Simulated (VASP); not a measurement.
A run of VASP 6.6.1 is set up as follows.

INCAR

```
PREC = Accurate ; ENCUT = 600
EDIFF = 1E-6 ; ISMEAR = -1
SIGMA = 0.05 ; LREAL = F
LASPH = T ; NELM = 60
ALGO = Normal ; ISIF = 3
LWAVE = F ; LCHARG = F
METAGGA = LAK ; LMIXTAU = T
IBRION = 2 ; NSW = 40
EDIFFG = -0.01
```

The input KPOINTS:

```
regular mesh
0
Gamma
  8 8 8
```

The input POSCAR:

```
PbSe
1.0
    0.0000000000      3.0606500000      3.0606500000
    3.0606500000      0.0000000000      3.0606500000
    3.0606500000      3.0606500000      0.0000000000
Pb Se
1 1
Direct
    0.0000000000      0.0000000000      0.0000000000
    0.5000000000      0.5000000000      0.5000000000
```

Potentials or basis: VASP PAW PBE potentials, release 64 (Pb_d, Se).

Run with:

```console
$ cat potpaw_PBE.64/Pb_d/POTCAR potpaw_PBE.64/Se/POTCAR > POTCAR
$ mpirun -np 1 vasp_std > vasp.out
```

(1) Predict the relaxed volume.

(2) Estimate the relaxed cell.

(3) Estimate the band gap on the k mesh.

(4) What does it give for the space group after relaxing (to 0.05 Å)?

Answers

(1) 31.61 Å³/atom.

(2) a = 4.472 Å, b = 4.472 Å, c = 4.472 Å, α = 60.00°, β = 60.00°, γ = 60.00°.

(3) 1.18 eV, direct.

(4) Fm-3m (No. 225).

Caveat: the PAW data sets were made with another functional, which shifts forces and pressure a little; spin-orbit coupling is left out, which as a rule narrows the gap of such compounds by several tenths of an eV; the volume moved by +10 % from the deposited cell, more than functionals usually miss.

The cell as given is a measured one (28.67 Å³/atom); LAK puts the equilibrium volume +10.3 % from it, thermal expansion not counted.
